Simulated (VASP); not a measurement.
**V under changes of volume**

One of the cells (14.169 Å³/atom); the others are scaled copies at fixed shape and fractional positions:

```xyz
1
Lattice="-1.5244 1.5244 1.5244 1.5244 -1.5244 1.5244 1.5244 1.5244 -1.5244" Properties=species:S:1:pos:R:3 pbc="T T T"
V     0.0000    0.0000    0.0000
```

- Program: VASP 6.6.1
- Functional: PBEsol
- Potentials or basis: VASP PAW PBE potentials, release 64 (V_sv)
- Cutoff: 520 eV
- k mesh: 12 × 12 × 12
- Occupations: fermi-dirac, width 0.05 eV
- Spin: collinear spin, ferromagnetic start
- Starting moments: [2.0] μB

```tsv
volume (Å³/atom)	energy over the lowest point (meV/atom)	pressure (GPa)
13.058	0.00	-1.5
13.336	?	?
13.613	18.00	-8.7
14.169	58.85	-14.7
14.447	86.61	-17.2
14.725	118.62	-19.5
```

What does the run at 13.336 Å³/atom give?

Energy over the lowest point 5.89 meV/atom; pressure -5.3 GPa.

Worked out: A Birch-Murnaghan fit of order 3 (a polynomial in V^(-2/3)) to the other rows has its minimum at 12.96 Å³/atom, just outside them, with B0 = V·E''(V) = 192 GPa and B' = 3.5. It gives 5.89 meV/atom at 13.336 Å³/atom, against the run's 5.89, and -dE/dV = -5.3 GPa, against -5.3.

Energies are extrapolated to zero smearing.

Caveats: the PAW data sets were made with another functional, which shifts forces and pressure a little.
